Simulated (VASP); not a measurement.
# CuO (P4/mmm) in VASP: further runs

One crystal, CuO, is run at these levels: r2SCAN, revTPSS; tasks: relaxation of cell and atoms.

Everything below comes from runs of VASP 6.6.1. Logs are shortened: lines on timing, memory, paths and dates and some standing lists are left out, and cuts for length are marked.

### 1 The structure

It takes space group P4/mmm (No. 123, tetragonal). Conventional cell: a = 4.161 Å, b = 4.161 Å, c = 3.888 Å, α = 90.00°, β = 90.00°, γ = 90.00°. Cu (site symmetry mmm) has 4 O at 1.94 to 2.08 Å as nearest neighbours. Around Cu (site symmetry 4/mmm) lie 6 O at 1.94 to 2.08 Å. O (site symmetry 4/mmm) has 6 Cu at 1.94 to 2.08 Å as nearest neighbours. Around O (site symmetry mmm) lie 4 Cu at 1.94 to 2.08 Å.

Measurements of this composition are mostly on another form, of space group No. 15.

### 2 Relaxation of cell and atoms, r2SCAN

Contents of INCAR:

```
PREC = Accurate ; ENCUT = 600
EDIFF = 1E-6 ; ISMEAR = 0
SIGMA = 0.05 ; LREAL = F
LASPH = T ; NELM = 100
ALGO = Normal ; ISIF = 3
LWAVE = F ; LCHARG = F
METAGGA = R2SCAN ; LMIXTAU = T
IBRION = 2 ; NSW = 40
EDIFFG = -0.02
```

Contents of KPOINTS:

```
Automatic mesh
0
Gamma
  7 7 7
```

Contents of POSCAR:

```
CuO
1.0
    4.1609370000      0.0000000000      0.0000000000
    0.0000000000      4.1609370000      0.0000000000
    0.0000000000      0.0000000000      3.8876430000
Cu O
3 3
Direct
    0.5000000000      0.0000000000      0.5000000000
    0.0000000000      0.5000000000      0.5000000000
    0.0000000000      0.0000000000      0.0000000000
    0.0000000000      0.0000000000      0.5000000000
    0.5000000000      0.0000000000      0.0000000000
    0.0000000000      0.5000000000      0.0000000000
```

Potentials or basis: VASP PAW PBE potentials, release 64 (Cu, O).

Command:

```sh
$ cat potpaw_PBE.64/Cu/POTCAR potpaw_PBE.64/O/POTCAR > POTCAR
$ mpirun -np 1 vasp_std > vasp.out
```

OUTCAR:

```text
PREC = Accurate
   ENCUT = 600
   EDIFF = 1E-6
   ISMEAR = 0
   LREAL = F
   LASPH = T
   NELM = 100
   ISIF = 3
   METAGGA = R2SCAN
   IBRION = 2
   NSW = 40
   EDIFFG = -0.02

 ion  position               nearest neighbor table
   1  0.500  0.000  0.500-   5 1.94   5 1.94   4 2.08   4 2.08
   2  0.000  0.500  0.500-   6 1.94   6 1.94   4 2.08   4 2.08
   3  0.000  0.000  0.000-   4 1.94   4 1.94   6 2.08   5 2.08   6 2.08   5 2.08
   4  0.000  0.000  0.500-   3 1.94   3 1.94   1 2.08   2 2.08   2 2.08   1 2.08
   5  0.500  0.000  0.000-   1 1.94   1 1.94   3 2.08   3 2.08
   6  0.000  0.500  0.000-   2 1.94   2 1.94   3 2.08   3 2.08

  LATTYP: Found a simple tetragonal cell.
 ALAT       =     4.1609370000
 C/A-ratio  =     0.9343191209

  Lattice vectors:

 A1 = (   4.1609370000,   0.0000000000,   0.0000000000)
 A2 = (   0.0000000000,   4.1609370000,   0.0000000000)
 A3 = (   0.0000000000,   0.0000000000,   3.8876430000)

Analysis of symmetry for initial positions (statically):
=====================================================================
 Subroutine PRICEL returns:
 Original cell was already a primitive cell.

 Routine SETGRP: Setting up the symmetry group for a
 simple tetragonal supercell.

 Subroutine GETGRP returns: Found 16 space group operations
 (whereof 16 operations were pure point group operations)
 out of a pool of 16 trial point group operations.

The static configuration has the point symmetry D_4h.

Analysis of symmetry for dynamics (positions and initial velocities):
=====================================================================
 Subroutine PRICEL returns:
 Original cell was already a primitive cell.

 Routine SETGRP: Setting up the symmetry group for a
 simple tetragonal supercell.

 Subroutine GETGRP returns: Found 16 space group operations
 (whereof 16 operations were pure point group operations)
 out of a pool of 16 trial point group operations.

The dynamic configuration has the point symmetry D_4h.

 Subroutine INISYM returns: Found 16 space group operations
 (whereof 16 operations are pure point group operations),
 and found     1 'primitive' translations

----------------------------------------------------------------------------------------

                                     Primitive cell

  volume of cell :      67.3083

  direct lattice vectors                    reciprocal lattice vectors
     4.160937000  0.000000000  0.000000000     0.240330483  0.000000000  0.000000000
     0.000000000  4.160937000  0.000000000     0.000000000  0.240330483  0.000000000
     0.000000000  0.000000000  3.887643000     0.000000000  0.000000000  0.257225265

  length of vectors
     4.160937000  4.160937000  3.887643000     0.240330483  0.240330483  0.257225265

  position of ions in fractional coordinates (direct lattice)
     0.500000000  0.000000000  0.500000000
     0.000000000  0.500000000  0.500000000
     0.000000000  0.000000000  0.000000000
     0.000000000  0.000000000  0.500000000
     0.500000000  0.000000000  0.000000000
     0.000000000  0.500000000  0.000000000

  ion indices of the primitive-cell ions
   primitive index   ion index
                 1           1
                 2           2
                 3           3
                 4           4
                 5           5
                 6           6

----------------------------------------------------------------------------------------

 KPOINTS: Automatic mesh

Automatic generation of k-mesh.
 Grid dimensions read from file:
 generate k-points for:    7    7    7

 Generating k-lattice:

  Cartesian coordinates                     Fractional coordinates (reciprocal lattice)
     0.034332926  0.000000000  0.000000000     0.142857143  0.000000000  0.000000000
     0.000000000  0.034332926  0.000000000     0.000000000  0.142857143  0.000000000
     0.000000000  0.000000000  0.036746466     0.000000000  0.000000000  0.142857143

  Length of vectors
     0.034332926  0.034332926  0.036746466

  Shift w.r.t. Gamma in fractional coordinates (k-lattice)
     0.000000000  0.000000000  0.000000000

 Subroutine IBZKPT returns following result:
 ===========================================

 Found     40 irreducible k-points:

 Following reciprocal coordinates:
            Coordinates               Weight
  0.000000  0.000000  0.000000      1.000000
  0.142857  0.000000  0.000000      4.000000
  0.285714  0.000000  0.000000      4.000000
  0.428571  0.000000  0.000000      4.000000
  0.142857  0.142857  0.000000      4.000000
  0.285714  0.142857  0.000000      8.000000
[... 16 lines left out ...]
  0.285714  0.000000  0.285714      8.000000
  0.428571  0.000000  0.285714      8.000000
 [... further k-points ...]
   k-points           NKPTS =     40   k-points in BZ     NKDIM =     40   number of bands    NBANDS=     30
   number of dos      NEDOS =    301   number of ions     NIONS =      6
   total plane-waves  NPLWV =  41472
   dimension x,y,z NGX =    36 NGY =   36 NGZ =   32
   dimension x,y,z NGXF=    72 NGYF=   72 NGZF=   64
   ions per type =               3   3
   NGX,Y,Z   is equivalent  to a cutoff of  14.38, 14.38, 13.68 a.u.
   NGXF,Y,Z  is equivalent  to a cutoff of  28.77, 28.77, 27.37 a.u.
 SYSTEM =  unknown system
   PREC   = accura    normal or accurate (medium, high low for compatibility)
   ISTART =      0    job   : 0-new  1-cont  2-samecut
   ICHARG =      2    charge: 1-file 2-atom 10-const
   ISPIN  =      1    spin polarized calculation?
   LNONCOLLINEAR =      F non collinear calculations
   LSORBIT =      F    spin-orbit coupling
   LASPH  =      T    aspherical Exc in radial PAW
   ENCUT  =  600.0 eV  44.10 Ry    6.64 a.u.   8.31  8.31  7.76*2*pi/ulx,y,z
   NELM   =    100;   NELMIN=  2; NELMDL= -5     # of ELM steps
   EDIFF  = 0.1E-05   stopping-criterion for ELM
   LREAL  =      F    real-space projection
   EDIFFG = -.2E-01   stopping-criterion for IOM
   NSW    =     40    number of steps for IOM
   IBRION =      2    ionic relax: 0-MD 1-quasi-New 2-CG
   NFREE  =      1    steps in history (QN), initial steepest desc. (CG)
   ISIF   =      3    stress and relaxation
   ISYM   =      2    0-nonsym 1-usesym 2-fastsym
   POTIM  = 0.5000    time-step for ionic-motion
   TEBEG  =    0.0;   TEEND  =   0.0 temperature during run
   PSTRESS=    0.0 pullay stress
   NELECT =      51.0000    total number of electrons
   NUPDOWN=      -1.0000    fix difference up-down
   EMIN   =  10.00;   EMAX   =-10.00  energy-range for DOS
   EFERMI =   0.00;   METHOD = LEGACY
   ISMEAR =     0;   SIGMA  =   0.05  broadening in eV -4-tet -1-fermi 0-gaus
   EFERMI_NEDOS =   21; number of points for ismear=-14 and -15
   IALGO  =     38    algorithm
   IMIX   =      4    mixing-type and parameters
     AMIX     =   0.40;   BMIX     =  1.00
     AMIX_MAG =   1.60;   BMIX_MAG =  1.00
  volume/ion in A,a.u.               =      11.22        75.70
  Fermi-wavevector in a.u.,A,eV,Ry     =   1.492481  2.820379 30.306951  2.227498
  Thomas-Fermi vector in A             =   2.605003
   LORBIT       =      0    0 simple, 1 ext, 2 COOP (PROOUT), +10 PAW based schemes
   METAGGA = R2SCAN    functional components
   LHFCALC =     F    Hartree Fock is set to
   AEXX    =    0.0000 exact exchange contribution
   IVDW    =     0    specifies the selected vdW correction
   LEPSILON=     F    determine dielectric tensor
   LRPA    =     F    only Hartree local field effects (RPA)
 conjugate gradient relaxation of ions
 non-spin polarized calculation
 Gauss-broadening in eV      SIGMA  =   0.05
  energy-cutoff  :      600.00
  volume of cell :       67.31
 maximum number of plane-waves:      2268
 NGX is ok and might be reduce to    36
   NGX = 17   NGY = 17   NGZ = 15

--------------------------------------- Ionic step        1  -------------------------------------------

 number of electron      51.0000019 magnetization

 Free energy of the ion-electron system (eV)
  ---------------------------------------------------
  ext. energy  EPLUGINS =         0.00000000
  ---------------------------------------------------
  free energy    TOTEN  =       -53.09594392 eV

  energy without entropy =      -53.09182385  energy(sigma->0) =      -53.09388389

------------------------ aborting loop because EDIFF is reached ----------------------------------------

  FORCE on cell =-STRESS in cart. coord.  units (eV):
  Direction    XX          YY          ZZ          XY          YZ          ZX
  --------------------------------------------------------------------------------------
  -------------------------------------------------------------------------------------
  Total       -1.3757978     -1.3757978     -2.3650958      0.0000000     -0.0000000      0.0000000
  in kB      -32.7488874    -32.7488874    -56.2977019      0.0000000     -0.0000000      0.0000000
  external PRESSURE =     -40.5984922 kB  Pullay stress =       0.0000000 kB
[... 185 lines left out ...]
  energy  without entropy=      -53.1147348474  energy(sigma->0) =      -53.11685945

--------------------------------------- Ionic step        6  -------------------------------------------

 number of electron      50.9999985 magnetization

 Free energy of the ion-electron system (eV)
  ---------------------------------------------------
  ext. energy  EPLUGINS =         0.00000000
  ---------------------------------------------------
  free energy    TOTEN  =       -53.11941616 eV

  energy without entropy =      -53.11510097  energy(sigma->0) =      -53.11725857

 E-fermi :   4.1772     XC(G=0): -12.0077

 val. band max:        4.1771510018   @ k =   0.4286   0.4286   0.4286
 cond. band min:       4.2019321199   @ k =   0.4286   0.2857   0.2857
 fundamental gap:      0.0247811181
 Fermi energy:         4.1771626748

 k-point     1 :       0.0000    0.0000    0.0000
  band No.  band energies     occupation
      1     -16.9690      2.00000
      2     -14.8279      2.00000
      3     -14.3614      2.00000
      4      -2.0852      2.00000
      5      -1.9335      2.00000
      6      -1.9335      2.00000
[... 781 lines left out ...]
     29      10.3692      0.00000
     30      12.6882      0.00000

 [... further k-points ...]

------------------------ aborting loop because EDIFF is reached ----------------------------------------

  FORCE on cell =-STRESS in cart. coord.  units (eV):
  Direction    XX          YY          ZZ          XY          YZ          ZX
  --------------------------------------------------------------------------------------
  -------------------------------------------------------------------------------------
  Total       -0.0985608     -0.0985608      0.0008520      0.0000000      0.0000000      0.0000000
  in kB       -2.4098408     -2.4098408      0.0208315      0.0000000      0.0000000      0.0000000
  external PRESSURE =      -1.5996167 kB  Pullay stress =       0.0000000 kB
[... 21 lines left out ...]
  FREE ENERGIE OF THE ION-ELECTRON SYSTEM (eV)
  ---------------------------------------------------
  free  energy   TOTEN  =       -53.1194161588 eV

  energy  without entropy=      -53.1151009749  energy(sigma->0) =      -53.11725857

 reached required accuracy - stopping structural energy minimisation
```

Run time: 15 min. Hardware: 1 thread of Intel Xeon 6975P-C (Granite Rapids), shared host; peak memory 0.26 GiB.

Results:

```
Free energy                            : -53.1194 eV
Relaxed volume                         : 10.92 Å³/atom
Relaxed cell                           : a = 4.122 Å, b = 4.122 Å, c = 3.858 Å, α = 90.00°, β = 90.00°, γ = 90.00°
Space group after relaxing (to 0.05 Å) : P4/mmm (No. 123)
Energy gained by relaxing              : 3.9 meV/atom
Ionic steps                            : 6
Pressure after relaxing                : -0.2 GPa
Band gap on the k mesh                 : none (metal or under the smearing width)
```

The path:
| step | energy change (eV) | largest force (eV/Å) | pressure (GPa) | volume (Å³) |
| --- | --- | --- | --- | --- |
| 1 | 0.0000 | 0.0000 | -4.06 | 67.31 |
| 2 | -0.0085 | 0.0000 | 3.20 | 64.58 |
| 3 | -0.0220 | 0.0000 | -0.10 | 65.75 |
| 4 | -0.0220 | 0.0000 | -0.24 | 65.78 |
| 5 | -0.0230 | 0.0000 | -0.10 | 65.64 |
| 6 | -0.0235 | 0.0000 | -0.16 | 65.53 |

Final structure:
```cif
data_structure
_symmetry_space_group_name_H-M 'P 1'
_symmetry_Int_Tables_number 1
_cell_length_a 4.1215
_cell_length_b 4.1215
_cell_length_c 3.8576
_cell_angle_alpha 90.000
_cell_angle_beta 90.000
_cell_angle_gamma 90.000
_cell_volume 65.53
loop_
_atom_site_label
_atom_site_type_symbol
_atom_site_fract_x
_atom_site_fract_y
_atom_site_fract_z
_atom_site_occupancy
Cu1 Cu 0.50000 0.00000 0.50000 1
Cu2 Cu 0.00000 0.50000 0.50000 1
Cu3 Cu 0.00000 0.00000 0.00000 1
O1 O 0.00000 0.00000 0.50000 1
O2 O 0.50000 0.00000 0.00000 1
O3 O 0.00000 0.50000 0.00000 1
```

Levels at points of the mesh, in eV from the Fermi level:
```tsv
k point	band 23	band 24	band 25	band 26	band 27	band 28	band 29	band 30
(0.00, 0.00, 0.00)	-1.68	-1.64	-1.64	-1.47	-1.37	1.74	6.94	8.46
```

Caveat: the PAW data sets were made with another functional, which shifts forces and pressure a little; an odd number of electrons without spin polarisation forces a metal; a magnetic or distorted state may lie lower; the run has no spin polarisation, though such a crystal can be magnetic; semilocal functionals often make such compounds metallic where correlation or magnetic order opens a gap, which also shifts bond lengths.

### 3 Relaxation of cell and atoms, revTPSS

Contents of INCAR:

```
ALGO = Normal
EDIFF = 1E-6
EDIFFG = -0.005
ENCUT = 600
IBRION = 2
ISIF = 3
ISMEAR = 0
LASPH = True
LCHARG = False
LMIXTAU = True
LREAL = False
LWAVE = False
METAGGA = RTPSS
NELM = 100
NSW = 40
PREC = Accurate
SIGMA = 0.05
```

Contents of KPOINTS:

```
k-points
0
Gamma
  7 7 7
```

POSCAR is that of step 2.

Potentials or basis: VASP PAW PBE potentials, release 64 (Cu, O).

Command:

```sh
$ cat potpaw_PBE.64/Cu/POTCAR potpaw_PBE.64/O/POTCAR > POTCAR
$ mpirun -np 1 vasp_std > vasp.out
```

Run time: 13 min. Hardware: 1 thread of Intel Xeon 6975P-C (Granite Rapids), shared host; peak memory 0.26 GiB.

Results (log left out):

- Free energy: -18.7180 eV
- Relaxed volume: 11.03 Å³/atom
- Relaxed cell: a = 4.111 Å, b = 4.111 Å, c = 3.915 Å, α = 90.00°, β = 90.00°, γ = 90.00°
- Space group after relaxing (to 0.05 Å): P4/mmm (No. 123)
- Energy gained by relaxing: 1.8 meV/atom
- Ionic steps: 6
- Pressure after relaxing: 0.0 GPa
- Band gap on the k mesh: none (metal or under the smearing width)

Step by step:
```csv
step,energy change (eV),largest force (eV/Å),pressure (GPa),volume (Å³)
1,0.0000,0.0000,-1.34,67.31
2,-0.0075,0.0000,0.22,66.40
3,-0.0079,0.0000,1.07,65.94
4,-0.0080,0.0000,0.80,66.11
5,-0.0104,0.0000,-0.25,66.16
6,-0.0106,0.0000,0.00,66.15
```

Final structure:
```
CELL_PARAMETERS angstrom
4.11066 0.00000 0.00000
0.00000 4.11066 0.00000
0.00000 0.00000 3.91492
ATOMIC_POSITIONS crystal
Cu 0.50000 0.00000 0.50000
Cu 0.00000 0.50000 0.50000
Cu 0.00000 0.00000 0.00000
O 0.00000 0.00000 0.50000
O 0.50000 0.00000 0.00000
O 0.00000 0.50000 0.00000
```

Levels at points of the mesh, in eV from the Fermi level:
| k point | band 23 | band 24 | band 25 | band 26 | band 27 | band 28 | band 29 | band 30 |
| --- | --- | --- | --- | --- | --- | --- | --- | --- |
| (0.00, 0.00, 0.00) | -1.52 | -1.45 | -1.45 | -1.44 | -1.35 | 1.25 | 6.38 | 7.96 |

Caveat: the PAW data sets were made with another functional, which shifts forces and pressure a little; an odd number of electrons without spin polarisation forces a metal; a magnetic or distorted state may lie lower; the run has no spin polarisation, though such a crystal can be magnetic; semilocal functionals often make such compounds metallic where correlation or magnetic order opens a gap, which also shifts bond lengths.

### 4 For comparison

An earlier run on the cell as given: functional PBE; potentials or basis VASP PAW PBE potentials, release 64 (Cu, O); cutoff 520 eV; k mesh 7 × 7 × 7; occupations fermi-dirac, width 0.05 eV; no spin polarisation.

- Pressure: 2.3 GPa
- Band gap on the k mesh: none (metal or under the smearing width)

### 5 Overview

| task | level | cell | cutoff (eV) | smearing | gap on the mesh (eV) | pressure (GPa) | relaxed volume (Å³/atom) |
| --- | --- | --- | --- | --- | --- | --- | --- |
| relaxation of cell and atoms | r2SCAN | relaxed | 600 | gaussian 0.05 eV | none | -0.2 | 10.92 |
| relaxation of cell and atoms | revTPSS | relaxed | 600 | gaussian 0.05 eV | none | 0.0 | 11.03 |
| single point | PBE | as given | 520 | fermi-dirac 0.05 eV | none | 2.3 | - |

Alike in all rows: potentials or basis VASP PAW PBE potentials, release 64 (Cu, O); no spin polarisation; k mesh 7 × 7 × 7.

Caveats: an odd number of electrons without spin polarisation forces a metal; a magnetic or distorted state may lie lower; the run has no spin polarisation, though such a crystal can be magnetic; semilocal functionals often make such compounds metallic where correlation or magnetic order opens a gap, which also shifts bond lengths; the PAW data sets were made with another functional, which shifts forces and pressure a little (some runs).

Total energies depend on the potentials used, so only differences within one code and one set of settings carry meaning.
